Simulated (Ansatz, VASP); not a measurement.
**One calculation of Si, two programs**

```
Si
1.0
     0.00000    1.84590    1.84590
     1.84590    0.00000    1.84590
     1.84590    1.84590    0.00000
Si
1
Direct
  0.00000 0.00000 0.00000
```

Change from the starting cell: volume scaled by 0.9, PAW files.

Alike in both runs: task single point; functional LDA; k mesh 18 × 18 × 18; occupations fermi-dirac, width 0.08 eV; no spin polarisation.

```csv
,VASP,Ansatz
version,VASP 6.6.1,Ansatz 0.2.0
potentials or method,"VASP PAW LDA potentials, release 64 (Si)","PAW with Ansatz's default frozen-core files, scalar-relativistic"
plane-wave cutoff (eV),520,420
valence electrons in the cell,4,4
```

```tsv
	VASP	Ansatz	Ansatz less VASP
pressure (GPa)	11.7	11.6	-0.09
```
